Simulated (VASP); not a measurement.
# Ca (Fm-3m) in VASP: further runs

One crystal, Ca, is run at these levels: PBE+D2, PW91+D4, optB86b-vdW; tasks: elastic constants, electric field gradients.

All numbers are computed with VASP 6.6.1; they aren't measurements. Logs are shortened: lines on timing, memory, paths and dates and some standing lists are left out, and cuts for length are marked.

## (1) The structure

The structure is cubic, space group Fm-3m (No. 225). Conventional cell: a = 5.588 Å, b = 5.588 Å, c = 5.588 Å, α = 90.00°, β = 90.00°, γ = 90.00°. Around Ca (site symmetry m-3m) lie 12 Ca at 3.95 Å.

## (2) Elastic constants, PBE+D2

File POSCAR:

```
Ca
3.9516
    0.000000000000      0.707105982387      0.707105982387
    0.707105982387      0.000000000000      0.707105982387
    0.707105982387      0.707105982387      0.000000000000
Ca
1
Direct
    0.0000000000      0.0000000000      0.0000000000
```

File INCAR.step1:

```
PREC = Accurate
ENCUT = 580
EDIFF = 1E-8
ISMEAR = 1
SIGMA = 0.2
LREAL = False
LASPH = True
NELM = 100
ALGO = Normal
ISIF = 3
LWAVE = False
LCHARG = False
GGA = PE
IVDW = 1
IBRION = 2
NSW = 40
EDIFFG = -0.002
```

File INCAR.step2:

```
PREC = Accurate
ENCUT = 580
EDIFF = 1E-8
ISMEAR = 1
SIGMA = 0.2
LREAL = False
LASPH = True
NELM = 100
ALGO = Normal
ISIF = 3
LWAVE = False
LCHARG = False
GGA = PE
IVDW = 1
IBRION = 6
NFREE = 2
POTIM = 0.015
NSW = 1
```

File KPOINTS:

```
Automatic mesh
0
Gamma
  6 6 6
```

Potentials or basis: VASP PAW PBE potentials, release 64 (Ca_pv).

The run is started by

```bash
> cat potpaw_PBE.64/Ca_pv/POTCAR > POTCAR
> cp INCAR.step1 INCAR
> mpirun -np 1 vasp_std > vasp.out
> cp CONTCAR POSCAR
> cp INCAR.step2 INCAR
> mpirun -np 1 vasp_std > vasp.out
```

OUTCAR:

```text
PREC = Accurate
   ENCUT = 580
   EDIFF = 1E-8
   ISMEAR = 1
   LREAL = False
   LASPH = True
   NELM = 100
   ISIF = 3
   GGA = PE
   IVDW = 1
   IBRION = 6
   NFREE = 2
   POTIM = 0.015
   NSW = 1
  IVDW =   1

 ion  position               nearest neighbor table
   1  0.000  0.000  0.000-

  LATTYP: Found a face centered cubic cell.
 ALAT       =     5.3636701249

  Lattice vectors:

 A1 = (   0.0000000000,   2.6818350624,   2.6818350624)
 A2 = (   2.6818350624,   0.0000000000,   2.6818350624)
 A3 = (   2.6818350624,   2.6818350624,   0.0000000000)

Analysis of symmetry for initial positions (statically):
=====================================================================
 Subroutine PRICEL returns:
 Original cell was already a primitive cell.

 Routine SETGRP: Setting up the symmetry group for a
 face centered cubic supercell.

 Subroutine GETGRP returns: Found 48 space group operations
 (whereof 48 operations were pure point group operations)
 out of a pool of 48 trial point group operations.

The static configuration has the point symmetry O_h .

Analysis of symmetry for dynamics (positions and initial velocities):
=====================================================================
 Subroutine PRICEL returns:
 Original cell was already a primitive cell.

 Routine SETGRP: Setting up the symmetry group for a
 face centered cubic supercell.

 Subroutine GETGRP returns: Found 48 space group operations
 (whereof 48 operations were pure point group operations)
 out of a pool of 48 trial point group operations.

The dynamic configuration has the point symmetry O_h .

 Subroutine INISYM returns: Found 48 space group operations
 (whereof 48 operations are pure point group operations),
 and found     1 'primitive' translations

----------------------------------------------------------------------------------------

                                     Primitive cell

  volume of cell :      38.5768

  direct lattice vectors                    reciprocal lattice vectors
     0.000000000  2.681835062  2.681835062    -0.186439504  0.186439504  0.186439504
     2.681835062  0.000000000  2.681835062     0.186439504 -0.186439504  0.186439504
     2.681835062  2.681835062  0.000000000     0.186439504  0.186439504 -0.186439504

  length of vectors
     3.792687517  3.792687517  3.792687517     0.322922694  0.322922694  0.322922694

  position of ions in fractional coordinates (direct lattice)
     0.000000000  0.000000000  0.000000000

  ion indices of the primitive-cell ions
   primitive index   ion index
                 1           1

----------------------------------------------------------------------------------------

 KPOINTS: Automatic mesh

Automatic generation of k-mesh.
 Grid dimensions read from file:
 generate k-points for:    6    6    6

 Generating k-lattice:

  Cartesian coordinates                     Fractional coordinates (reciprocal lattice)
    -0.031073251  0.031073251  0.031073251     0.166666667  0.000000000  0.000000000
     0.031073251 -0.031073251  0.031073251     0.000000000  0.166666667  0.000000000
     0.031073251  0.031073251 -0.031073251     0.000000000  0.000000000  0.166666667

  Length of vectors
     0.053820449  0.053820449  0.053820449

  Shift w.r.t. Gamma in fractional coordinates (k-lattice)
     0.000000000  0.000000000  0.000000000

 Subroutine IBZKPT returns following result:
 ===========================================

 Found     16 irreducible k-points:

 Following reciprocal coordinates:
            Coordinates               Weight
  0.000000  0.000000  0.000000      1.000000
  0.166667  0.000000  0.000000      8.000000
  0.333333  0.000000  0.000000      8.000000
  0.500000  0.000000  0.000000      4.000000
  0.166667  0.166667  0.000000      6.000000
  0.333333  0.166667  0.000000     24.000000
[... 8 lines left out ...]
 -0.333333  0.333333  0.166667     24.000000
 -0.333333  0.500000  0.166667     12.000000
   k-points           NKPTS =     16   k-points in BZ     NKDIM =     16   number of bands    NBANDS=      8
   number of dos      NEDOS =    301   number of ions     NIONS =      1
   total plane-waves  NPLWV =  27000
   dimension x,y,z NGX =    30 NGY =   30 NGZ =   30
   dimension x,y,z NGXF=    60 NGYF=   60 NGZF=   60
   ions per type =               1
   NGX,Y,Z   is equivalent  to a cutoff of  13.15, 13.15, 13.15 a.u.
   NGXF,Y,Z  is equivalent  to a cutoff of  26.30, 26.30, 26.30 a.u.
 SYSTEM =  unknown system
   PREC   = accura    normal or accurate (medium, high low for compatibility)
   ISTART =      0    job   : 0-new  1-cont  2-samecut
   ICHARG =      2    charge: 1-file 2-atom 10-const
   ISPIN  =      1    spin polarized calculation?
   LNONCOLLINEAR =      F non collinear calculations
   LSORBIT =      F    spin-orbit coupling
   LASPH  =      T    aspherical Exc in radial PAW
   ENCUT  =  580.0 eV  42.63 Ry    6.53 a.u.   7.45  7.45  7.45*2*pi/ulx,y,z
   NELM   =    100;   NELMIN=  2; NELMDL=  0     # of ELM steps
   EDIFF  = 0.1E-07   stopping-criterion for ELM
   LREAL  =      F    real-space projection
   EDIFFG = 0.1E-06   stopping-criterion for IOM
   NSW    =     49    number of steps for IOM
   IBRION =      6    ionic relax: 0-MD 1-quasi-New 2-CG
   NFREE  =      2    steps in history (QN), initial steepest desc. (CG)
   ISIF   =      3    stress and relaxation
   ISYM   =      2    0-nonsym 1-usesym 2-fastsym
   POTIM  = 0.0150    time-step for ionic-motion
   TEBEG  =    0.0;   TEEND  =   0.0 temperature during run
   PSTRESS=    0.0 pullay stress
   NELECT =       8.0000    total number of electrons
   NUPDOWN=      -1.0000    fix difference up-down
   EMIN   =  10.00;   EMAX   =-10.00  energy-range for DOS
   EFERMI =   0.00;   METHOD = LEGACY
   ISMEAR =     1;   SIGMA  =   0.20  broadening in eV -4-tet -1-fermi 0-gaus
   EFERMI_NEDOS =   21; number of points for ismear=-14 and -15
   IALGO  =     38    algorithm
   IMIX   =      4    mixing-type and parameters
     AMIX     =   0.40;   BMIX     =  1.00
     AMIX_MAG =   1.60;   BMIX_MAG =  1.00
  volume/ion in A,a.u.               =      38.58       260.33
  Fermi-wavevector in a.u.,A,eV,Ry     =   0.969013  1.831168 12.775673  0.938985
  Thomas-Fermi vector in A             =   2.099030
   LORBIT       =      0    0 simple, 1 ext, 2 COOP (PROOUT), +10 PAW based schemes
   GGA     = PE    functional components
   LHFCALC =     F    Hartree Fock is set to
   AEXX    =    0.0000 exact exchange contribution
   IVDW    =     1    specifies the selected vdW correction
   LEPSILON=     F    determine dielectric tensor
   LRPA    =     F    only Hartree local field effects (RPA)
 finite differences with symmetry
 non-spin polarized calculation
 Methfessel and Paxton  Order N= 1 SIGMA  =   0.20
  energy-cutoff  :      580.00
  volume of cell :       38.58
 maximum number of plane-waves:      1243
 NGX is ok and might be reduce to    30
   NGX = 15   NGY = 15   NGZ = 15

--------------------------------------- Ionic step        1  -------------------------------------------

 number of electron       8.0000001 magnetization

 Free energy of the ion-electron system (eV)
  ---------------------------------------------------
  ext. energy  EPLUGINS =         0.00000000
  ---------------------------------------------------
  free energy    TOTEN  =        -1.88169812 eV

  energy without entropy =       -1.87400364  energy(sigma->0) =       -1.87913329

------------------------ aborting loop because EDIFF is reached ----------------------------------------

  DFT-D2 method for vdW energy calculation

  Number of pair interactions contributing to vdW energy:   13570

  Edisp (eV):   -0.20326

  FORCE on cell =-STRESS in cart. coord.  units (eV):
  Direction    XX          YY          ZZ          XY          YZ          ZX
  --------------------------------------------------------------------------------------
  -------------------------------------------------------------------------------------
  Total       0.00096     0.00096     0.00096     0.00000     0.00000    -0.00000
  in kB       0.03989     0.03989     0.03989     0.00000     0.00000    -0.00000
  external pressure =        0.04 kB  Pullay stress =        0.00 kB
[... 98 lines left out ...]
  FREE ENERGIE OF THE ION-ELECTRON SYSTEM (eV)
  ---------------------------------------------------
  free  energy   TOTEN  =        -2.0845894972 eV

  energy  without entropy=       -2.0778826117  energy(sigma->0) =       -2.08235387

[... ionic steps 4 to 12 ...]

--------------------------------------- Ionic step       13  -------------------------------------------

 number of electron       8.0000001 magnetization

------------------------ aborting loop because EDIFF is reached ----------------------------------------

  DFT-D2 method for vdW energy calculation

  Number of pair interactions contributing to vdW energy:   13582
[... 71 lines left out ...]
  energy  without entropy=       -2.0772662163  energy(sigma->0) =       -2.08239587

--------------------------------------- Ionic step       15  -------------------------------------------

 number of electron       8.0000000 magnetization

 Free energy of the ion-electron system (eV)
  ---------------------------------------------------
  ext. energy  EPLUGINS =         0.00000000
  ---------------------------------------------------
  free energy    TOTEN  =        -1.88169797 eV

  energy without entropy =       -1.87400349  energy(sigma->0) =       -1.87913314

 E-fermi :   2.6429     XC(G=0):  -7.9744

 val. band max:        2.6016961074   @ k =  -0.3333   0.3333   0.1667
 cond. band min:       2.7351431892   @ k =  -0.3333   0.3333   0.1667
 fundamental gap:      0.1334470819
 Fermi energy:         2.6428984338

 k-point     1 :       0.0000    0.0000    0.0000
  band No.  band energies     occupation
      1     -20.0911      2.00000
      2     -20.0911      2.00000
      3     -20.0911      2.00000
      4      -1.5855      2.00000
      5       5.0676     -0.00000
      6       5.0676     -0.00000
      7       5.0676     -0.00000
      8       6.2575     -0.00000
[... 197 lines left out ...]
  FREE ENERGIE OF THE ION-ELECTRON SYSTEM (eV)
  ---------------------------------------------------
  free  energy   TOTEN  =        -2.0849607048 eV

  energy  without entropy=       -2.0772662302  energy(sigma->0) =       -2.08239588

 INTERNAL STRAIN TENSORS FROM STRAINED CELLS
 ============================================

 INTERNAL STRAIN TENSOR FOR ION    1 for displacements in x,y,z  (eV/Angst):
          X           Y           Z          XY          YZ          ZX
  --------------------------------------------------------------------------------
  x     0.00000     0.00000     0.00000    -0.00000     0.00000     0.00000
  y    -0.00000    -0.00000    -0.00000    -0.00000    -0.00000     0.00000
  z     0.00000    -0.00000    -0.00000     0.00000     0.00000     0.00000

 INTERNAL STRAIN TENSORS FROM DISPLACED ATOMS
 ============================================

 INTERNAL STRAIN TENSOR FOR ION    1 for displacements in x,y,z  (eV/Angst):
          X           Y           Z          XY          YZ          ZX
  --------------------------------------------------------------------------------
  x     0.00000     0.00000     0.00000     0.00000     0.00000     0.00000
  y     0.00000     0.00000     0.00000     0.00000     0.00000     0.00000
  z     0.00000     0.00000     0.00000     0.00000     0.00000     0.00000

 Eigenvectors and eigenvalues of the dynamical matrix
 ----------------------------------------------------

   1 f  =    0.000000 THz     0.000000 2PiTHz    0.000000 cm-1     0.000000 meV
             X         Y         Z           dx          dy          dz
      0.000000  0.000000  0.000000     0.756535   -0.653954    0.000000

   2 f  =    0.000000 THz     0.000000 2PiTHz    0.000000 cm-1     0.000000 meV
             X         Y         Z           dx          dy          dz
      0.000000  0.000000  0.000000    -0.653954   -0.756535    0.000000

   3 f  =    0.000000 THz     0.000000 2PiTHz    0.000000 cm-1     0.000000 meV
             X         Y         Z           dx          dy          dz
      0.000000  0.000000  0.000000     0.000000    0.000000    1.000000

--------------------------------------------------------------------------------------------------------

 ELASTIC MODULI CONTR FROM IONIC RELAXATION (kBar)
 Direction    XX          YY          ZZ          XY          YZ          ZX
 --------------------------------------------------------------------------------
 XX           0.0000      0.0000      0.0000      0.0000      0.0000      0.0000
 YY           0.0000      0.0000      0.0000      0.0000      0.0000      0.0000
 ZZ           0.0000      0.0000      0.0000      0.0000      0.0000      0.0000
 XY           0.0000      0.0000      0.0000      0.0000      0.0000      0.0000
 YZ           0.0000      0.0000      0.0000      0.0000      0.0000      0.0000
 ZX           0.0000      0.0000      0.0000      0.0000      0.0000      0.0000
 --------------------------------------------------------------------------------

 TOTAL ELASTIC MODULI (kBar)
 Direction    XX          YY          ZZ          XY          YZ          ZX
 --------------------------------------------------------------------------------
 XX         126.6675    205.1965    205.1965      0.0000      0.0000     -0.0000
 YY         205.1965    126.6675    205.1965      0.0000     -0.0000      0.0000
 ZZ         205.1965    205.1965    126.6675      0.0000     -0.0000     -0.0000
 XY           0.0000      0.0000      0.0000     79.0804      0.0000      0.0000
 YZ           0.0000     -0.0000     -0.0000      0.0000     79.0804      0.0000
 ZX          -0.0000      0.0000     -0.0000      0.0000      0.0000     79.0804
 --------------------------------------------------------------------------------
```

Wall time 2.7 min (1 thread of Intel Xeon Platinum 8488C (Sapphire Rapids), shared host); peak memory 0.19 GiB.

Results:

```
Relaxed volume                         : 38.58 Å³/atom
Relaxed cell                           : a = 3.793 Å, b = 3.793 Å, c = 3.793 Å, α = 60.00°, β = 60.00°, γ = 60.00°
Space group after relaxing (to 0.05 Å) : Fm-3m (No. 225)
Elastic constants C11, C12, C44        : 13, 21, 8 GPa
Voigt bulk modulus                     : 18 GPa
Dispersion energy per atom             : -0.203 eV
```

Step by step:
```tsv
step	energy change (eV)	largest force (eV/Å)	pressure (GPa)	volume (Å³)
1	0.0000	0.0000	-1.79	43.63
2	-0.0252	0.0000	-0.85	40.63
3	-0.0307	0.0000	-0.10	38.80
4	-0.0308	0.0000	0.00	38.58
```

Final structure:
```cif
data_structure
_symmetry_space_group_name_H-M 'P 1'
_symmetry_Int_Tables_number 1
_cell_length_a 3.7927
_cell_length_b 3.7927
_cell_length_c 3.7927
_cell_angle_alpha 60.000
_cell_angle_beta 60.000
_cell_angle_gamma 60.000
_cell_volume 38.58
loop_
_atom_site_label
_atom_site_type_symbol
_atom_site_fract_x
_atom_site_fract_y
_atom_site_fract_z
_atom_site_occupancy
Ca1 Ca 0.00000 0.00000 0.00000 1
```

Elastic tensor in Voigt notation (GPa, in the Cartesian axes of the cell as first typed):
```
13 21 21  0  0  0
21 13 21  0  0  0
21 21 13  0  0  0
 0  0  0  8  0  0
 0  0  0  0  8  0
 0  0  0  0  0  8
```

Clamped-ion elastic tensor (GPa):
```
13 21 21  0  0  0
21 13 21  0  0  0
21 21 13  0  0  0
 0  0  0  8  0  0
 0  0  0  0  8  0
 0  0  0  0  0  8
```

Caveat: the elastic tensor has a negative eigenvalue, so either the cell is unstable as it stands or the mesh is too thin.

(Part 1 of 2 ends here.)
